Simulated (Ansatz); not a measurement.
# Ir (P6_3/mmc) in Ansatz: a series of runs, part 2 of 2

Ansatz 0.2.0.

### Step 3. Relaxation of cell and atoms, RPBE+D3(BJ)

input.yaml

```yaml
crystal:
  lattice:
    - [2.7513778946, 0.0, 0.0]
    - [-1.3756889473, 2.3827631521, 0.0]
    - [0.0, 0.0, 4.46229]
  atoms:
    - { symbol: Ir, position: [0.3333333333, 0.6666666667, 0.25] }
    - { symbol: Ir, position: [0.6666666667, 0.3333333333, 0.75] }
hamiltonian:
  xc: rpbe
  pseudopotentials: { kind: paw }
  dispersion: d3bj
kpoints:
  mp_grid: { grid: [11, 11, 6] }
scf:
  occupations: { method: fermi_dirac, width: 0.05 }
output:
  forces: true
  stress: true
  eigenvalues: true
relax:
  f_tol: 0.01
  max_steps: 40
  cell: { stress_tol: 0.05 }
```

Potentials or basis: Ansatz PAW.

Run with:

```bash
$ ansatz run input.yaml --threads 2 --pin off --max-ram 5632MiB --backend cpu --events-out ev --progress --plain --runs-dir out
```

Log:

```text
Warning: RAYON_NUM_THREADS=2 ignored (pool sized by the plan → 2); use --threads N
Engine: ansatz 0.2.0, aarch64-unknown-linux-gnu
Pseudopotentials: kind: paw
Pseudopotential: Ir, paw, valence charge 17, recommended cutoff 420 eV (normal), Ir.paw.azcp
Functional definition: RPBE
  parameter kappa = 0.804
  parameter beta = 0.06672455060314922
  exchange = rpbe_x(kappa = kappa, mu = beta*pi^2/3)
  correlation = pbe_c(beta = beta)
Crystal: 2 atoms, lattice volume = 29.254 Å³
Basis set: ecut = 420 eV, 573 PW (Γ), exchange–correlation on 40×40×60 points (8 copies of the dense FFT grid, shifted against one another)
Bands: 21, of which v1, the nominal top of the filled ones, is band 17 counted from 1 (16 counted from 0)
Symmetry: 24 space group operations
Space group: P63/mmc (ITA 194), of the structure as read, at distance tolerance 3.1e-5 Å
k-points: 64 of 726
Non-local potential: Ir, projectors of the file, l = 0: 3, l = 1: 2, l = 2: 2, l = 3: 1
PAW form: soft (Blöchl's): semilocal exchange-correlation on the pseudo side does not see the compensation charge
PAW frozen core: Ir, regenerated for the run's functional, and the local potential with it (the file was generated under x = pbe(κ = 0.804, μ = 0.2195149727645171), c = pbe(β = 0.06672455060314922))
PAW one-centre angular grid: Ir, 590 points (default); XC on 64 Gauss nodes
Initial density: superposition of atomic densities (neutral atoms: chi_scale 0, normalization atom), corrected by the library's trained network
[... 127 lines left out ...]
  E_hartree    = 762.911201
  E_xc         = -539.996141
  E_vxc        = -604.961038  (∫ρ·V_xc dr)
  E_paw        = -18474.307556  (= ΣΔE_a)
  E_vpaw       = -463.184295  (= ΣTr[D̂ρ^β])
  E_aug_tail   = 0.000139  (compensation charges beyond the density's cutoff)
  E_ewald      = -5106.061603
  E_disp       = -9.101700  (pairwise vdW)
  E_core_change = -0.063044  (= ΣΔE_core)
  E_smearing   = -0.021256  (= −TS)
  E_closure    = 0.000000  (closes the sum)
  Σ components = -23905.927038   (vs F -23905.927038, Δ=0.00e0)
--- Forces (eV/Å), atoms counted from 1 ---
  atom   1  Ir     0.00000000     0.00000000     0.00000000
  atom   2  Ir     0.00000000    -0.00000000     0.00000000
  max |Σ_I F_I| component: 2.78e-17 eV/Å
--- Stress (GPa, compression-positive) ---
        0.000000       0.000000       0.000000
       -0.000000       0.000000       0.000000
        0.000000       0.000000       0.001895
  P = ⅓ Tr σ = 0.0006 GPa (0.006 kbar)
--- Band table (eV; the first three rows and the last of 64) ---
  k-point 0: bands = ["-64.4558", "-64.3565", "-21.9380", "-21.0102", "-21.0102", "-20.8723", "-20.8601", "-20.8601", "16.6504", "19.6662", "24.2697", "24.3968", "24.3968", "25.1499", "25.1499", "26.0826", "26.0826", "27.7210", "29.0879", "29.0879", "36.6631"]
  k-point 1: bands = ["-64.4492", "-64.3631", "-21.8700", "-21.0002", "-21.0002", "-20.9474", "-20.8702", "-20.8702", "16.9908", "19.7026", "24.1094", "24.2652", "24.2652", "24.9722", "24.9722", "26.4924", "26.4924", "26.6331", "29.0786", "29.0786", "38.1873"]
  k-point 2: bands = ["-64.4311", "-64.3814", "-21.6819", "-21.1497", "-20.9729", "-20.9729", "-20.8978", "-20.8978", "17.9125", "19.6439", "23.7812", "24.1539", "24.1539", "24.5942", "24.5942", "24.7951", "27.3627", "27.3627", "28.8688", "28.8688", "41.3212"]
  k-point 63: bands = ["-64.3359", "-64.3359", "-21.7312", "-21.7312", "-21.4562", "-21.4562", "-21.0666", "-21.0666", "21.4477", "21.4477", "22.7056", "22.7056", "24.0790", "24.0790", "26.1152", "26.1152", "29.2145", "29.2145", "35.7907", "35.7907", "37.5403"]
--- Relaxed structure (6 steps of the walk, 6 accepted, 2 SCFs on fresh bases) ---
  F+E_penalty+E_count = -23905.92703834 eV   max|allowed force component| = 6.014e-17 eV/Å   (the final SCF, on the basis selected at the relaxed cell)
  cell:  # Å, volume = 26.0844 Å³
    - [2.6463752668102662, 0.0, 0.0]
    - [-1.3231876334051331, 2.2918282090045126, 0.0]
    - [0.0, 0.0, 4.300782107364673]
  atoms:
    - { symbol: Ir, position: [0.3333333333333333, 0.6666666666666666, 0.25] }
    - { symbol: Ir, position: [0.6666666666666666, 0.3333333333333333, 0.75] }
```

It took 6.5 s on 2 threads of Arm Neoverse V2, shared host; peak memory 0.32 GiB.

What came out:

- Free energy: -23905.9270 eV
- Relaxed volume: 13.04 Å³/atom
- Relaxed cell: a = 2.646 Å, b = 2.646 Å, c = 4.301 Å, α = 90.00°, β = 90.00°, γ = 120.00°
- Space group after relaxing (to 0.05 Å): P6_3/mmc (No. 194)
- Energy gained by relaxing: 239.7 meV/atom
- Ionic steps: 8
- Pressure after relaxing: 0.0 GPa
- Band gap on the k mesh: none (metal or under the smearing width)

The path:
```tsv
step	energy change (eV)	largest force (eV/Å)	volume (Å³)
1	0.0000	0.0000	29.25
2	-0.4327	0.0000	25.19
3	-0.4798	0.0000	26.29
4	-0.4825	0.0000	26.09
5	-0.4825	0.0000	26.08
6	-0.4793	0.0000	26.08
7	-0.4793	0.0000	26.08
8	-0.4793	0.0000	26.08
```

Final structure:
```
Ir
1.0
     2.64638    0.00000    0.00000
    -1.32319    2.29183    0.00000
     0.00000    0.00000    4.30078
Ir
2
Direct
  0.33333 0.66667 0.25000
  0.66667 0.33333 0.75000
```

Caveat: the plane-wave basis is chosen anew once the cell has moved, so the energies of steps on either side of that aren't comparable; pairwise dispersion overbinds metals, which lowers pressure and volume; the PAW data sets come from PBE, with cores solved anew for the run's functional, which leaves a small shift of forces and pressure. The run has no spin-orbit coupling, so splittings on Ir are missing.

### Step 4. Relaxation of cell and atoms, RPBE+D4

Edit input.yaml of step 3 so:

```diff
@@ -11,3 +11,3 @@
   pseudopotentials: { kind: paw }
-  dispersion: d3bj
+  dispersion: d4
 kpoints:
```

Run with:

```bash
$ ansatz run input.yaml --threads 2 --pin off --max-ram 5632MiB --backend cpu --events-out ev --progress --plain --runs-dir out
```

Wall time 7.4 s (2 threads of Arm Neoverse V2, shared host); peak memory 0.32 GiB.

Results (log left out):

```yaml
Free_energy: -23900.7493 eV
Relaxed_volume: 14.03 Å³/atom
Relaxed_cell: a = 2.713 Å, b = 2.713 Å, c = 4.402 Å, α = 90.00°, β = 90.00°, γ = 120.00°
Space_group_after_relaxing_to_0.05_Å: P6_3/mmc (No. 194)
Energy_gained_by_relaxing: 27.7 meV/atom
Ionic_steps: 7
Pressure_after_relaxing: 0.0 GPa
Band_gap_on_the_k_mesh: none (metal or under the smearing width)
```

The path:
| step | energy change (eV) | largest force (eV/Å) | volume (Å³) |
| --- | --- | --- | --- |
| 1 | 0.0000 | 0.0000 | 29.25 |
| 2 | -0.0545 | 0.0000 | 28.26 |
| 3 | -0.0563 | 0.0000 | 28.07 |
| 4 | -0.0563 | 0.0000 | 28.06 |
| 5 | -0.0554 | 0.0000 | 28.06 |
| 6 | -0.0554 | 0.0000 | 28.07 |
| 7 | -0.0554 | 0.0000 | 28.07 |

Final structure:
```
CELL_PARAMETERS angstrom
2.71339 0.00000 0.00000
-1.35669 2.34986 0.00000
0.00000 0.00000 4.40179
ATOMIC_POSITIONS crystal
Ir 0.33333 0.66667 0.25000
Ir 0.66667 0.33333 0.75000
```

Levels at points of the mesh, in eV from the Fermi level:
| k point | band 14 | band 15 | band 16 | band 17 | band 18 | band 19 | band 20 | band 21 |
| --- | --- | --- | --- | --- | --- | --- | --- | --- |
| (0.00, 0.00, 0.00) | -3.22 | -3.22 | -2.41 | -2.41 | -0.85 | 0.29 | 0.29 | 7.20 |
| (0.00, 0.00, -0.50) | -4.02 | -4.02 | -4.02 | -0.46 | -0.46 | -0.46 | -0.46 | 13.14 |

Caveat: the plane-wave basis is chosen anew once the cell has moved, so the energies of steps on either side of that aren't comparable; pairwise dispersion overbinds metals, which lowers pressure and volume; the PAW data sets come from PBE, with cores solved anew for the run's functional, which leaves a small shift of forces and pressure.

### Step 5. The runs side by side

| level | gap on the mesh (eV) | pressure (GPa) | relaxed volume (Å³/atom) |
| --- | --- | --- | --- |
| PBEsol+D4 | none | 0.0 | 13.92 |
| RPBE+D3(BJ) | none | 0.0 | 13.04 |
| RPBE+D4 | none | 0.0 | 14.03 |

Alike in all rows: task relaxation of cell and atoms; potentials or basis Ansatz PAW; no spin polarisation; cell relaxed; k mesh 11 × 11 × 6; cutoff (eV) 420; smearing fermi-dirac 0.05 eV.

Caveats: the plane-wave basis is chosen anew once the cell has moved, so the energies of steps on either side of that aren't comparable; pairwise dispersion overbinds metals, which lowers pressure and volume; the PAW data sets come from PBE, with cores solved anew for the run's functional, which leaves a small shift of forces and pressure.

Absolute energies hang on the potentials; compare differences alone.
